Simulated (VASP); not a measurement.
A run of VASP 6.6.1 is set up as follows.

The input INCAR:

```
SYSTEM = ZnSe
PREC = Accurate
ENCUT = 520
EDIFF = 1E-6
ISMEAR = -1
SIGMA = 0.05
LREAL = .False.
LASPH = .True.
NELM = 60
ALGO = Normal
ISIF = 2
LWAVE = .False.
LCHARG = .False.
GGA = 91
```

Contents of KPOINTS:

```
Automatic mesh
0
Gamma
  8 8 8
  0 0 0
```

The input POSCAR:

```
ZnSe
1.0
    0.0000000000      2.8338000000      2.8338000000
    2.8338000000      0.0000000000      2.8338000000
    2.8338000000      2.8338000000      0.0000000000
Se Zn
1 1
Direct
    0.7500000000      0.7500000000      0.7500000000
    0.0000000000      0.0000000000      0.0000000000
```

Contents of KPOINTS_OPT:

```
path GXWKGLUWLK,UX
10
line-mode
reciprocal
 0.0000000000  0.0000000000  0.0000000000  G
 0.5000000000  0.0000000000  0.5000000000  X

 0.5000000000  0.0000000000  0.5000000000  X
 0.5000000000  0.2500000000  0.7500000000  W

 0.5000000000  0.2500000000  0.7500000000  W
 0.3750000000  0.3750000000  0.7500000000  K

 0.3750000000  0.3750000000  0.7500000000  K
 0.0000000000  0.0000000000  0.0000000000  G

 0.0000000000  0.0000000000  0.0000000000  G
 0.5000000000  0.5000000000  0.5000000000  L

 0.5000000000  0.5000000000  0.5000000000  L
 0.6250000000  0.2500000000  0.6250000000  U

 0.6250000000  0.2500000000  0.6250000000  U
 0.5000000000  0.2500000000  0.7500000000  W

 0.5000000000  0.2500000000  0.7500000000  W
 0.5000000000  0.5000000000  0.5000000000  L

 0.5000000000  0.5000000000  0.5000000000  L
 0.3750000000  0.3750000000  0.7500000000  K

 0.6250000000  0.2500000000  0.6250000000  U
 0.5000000000  0.0000000000  0.5000000000  X
```

Potentials or basis: VASP PAW PBE potentials, release 64 (Se, Zn).

Launch:

```sh
$ cat potpaw_PBE.64/Se/POTCAR potpaw_PBE.64/Zn/POTCAR > POTCAR
$ mpirun -np 1 vasp_std > vasp.out
```

What does it give for the pressure?

2.3 GPa.

Predict the band gap on the k mesh.

1.28 eV, direct.

Levels at the corners of the path, in eV from the valence-band top:
| point | band 6 | band 7 | band 8 | band 9 | band 10 | band 11 | band 12 | band 13 |
| --- | --- | --- | --- | --- | --- | --- | --- | --- |
| Γ | -6.22 | 0.00 | 0.00 | 0.00 | 1.28 | 5.80 | 5.80 | 5.80 |
| X | -6.04 | -4.76 | -2.18 | -2.18 | 2.97 | 3.45 | 10.72 | 11.23 |
| X | -6.04 | -4.76 | -2.18 | -2.18 | 2.97 | 3.45 | 10.72 | 11.23 |
| W | -5.92 | -4.69 | -2.77 | -2.66 | 5.47 | 5.55 | 6.96 | 7.70 |
| W | -5.92 | -4.69 | -2.77 | -2.66 | 5.47 | 5.55 | 6.96 | 7.70 |
| K | -5.96 | -4.72 | -3.09 | -1.79 | 3.58 | 5.59 | 9.04 | 9.26 |
| K | -5.96 | -4.72 | -3.09 | -1.79 | 3.58 | 5.59 | 9.04 | 9.26 |
| Γ | -6.22 | 0.00 | 0.00 | 0.00 | 1.28 | 5.80 | 5.80 | 5.80 |
| Γ | -6.22 | 0.00 | 0.00 | 0.00 | 1.28 | 5.80 | 5.80 | 5.80 |
| L | -6.06 | -5.23 | -0.87 | -0.87 | 2.54 | 6.38 | 6.38 | 8.56 |
| L | -6.06 | -5.23 | -0.87 | -0.87 | 2.54 | 6.38 | 6.38 | 8.56 |
| U | -5.96 | -4.72 | -3.09 | -1.79 | 3.58 | 5.59 | 9.04 | 9.26 |
| U | -5.96 | -4.72 | -3.09 | -1.79 | 3.58 | 5.59 | 9.04 | 9.26 |
| W | -5.92 | -4.69 | -2.77 | -2.66 | 5.47 | 5.55 | 6.96 | 7.70 |
| W | -5.92 | -4.69 | -2.77 | -2.66 | 5.47 | 5.55 | 6.96 | 7.70 |
| L | -6.06 | -5.23 | -0.87 | -0.87 | 2.54 | 6.38 | 6.38 | 8.56 |
| L | -6.06 | -5.23 | -0.87 | -0.87 | 2.54 | 6.38 | 6.38 | 8.56 |
| K | -5.96 | -4.72 | -3.09 | -1.79 | 3.58 | 5.59 | 9.04 | 9.26 |
| U | -5.96 | -4.72 | -3.09 | -1.79 | 3.58 | 5.59 | 9.04 | 9.26 |
| X | -6.04 | -4.76 | -2.18 | -2.18 | 2.97 | 3.45 | 10.72 | 11.23 |

Caveat: the PAW data sets were made with another functional, which shifts forces and pressure a little.

**The experiment to reproduce.**

From “Alloy Disordering Effects on the Thermal Conductivity and Energy Gap Temperature Dependence of Cd1−xZnxSe Ternary Crystals Grown by the Bridgman Method”, 2023, pmc:10253836, for a bulk crystal of ZnSe at 300 K: band gap 2.695 ± 0.003 eV (an exciton energy, a little under the gap).

Measured gap of ZnSe: 2.695 eV (an exciton energy, a little under the gap; 300 K; “Alloy Disordering Effects on the Thermal Conductivity and Energy Gap Temperature Dependence of Cd1−xZnxSe Ternary Crystals Grown by the Bridgman Method”, 2023, pmc:10253836). This calculation gives 1.28 eV (-1.41 eV). So large a miss can be the level of theory's own, or it may mean another phase, state or a wrong row. Spin-orbit coupling on Se is left out. The value is that of PW91, without temperature or zero-point motion. Semilocal functionals fall short of measured gaps as a rule.
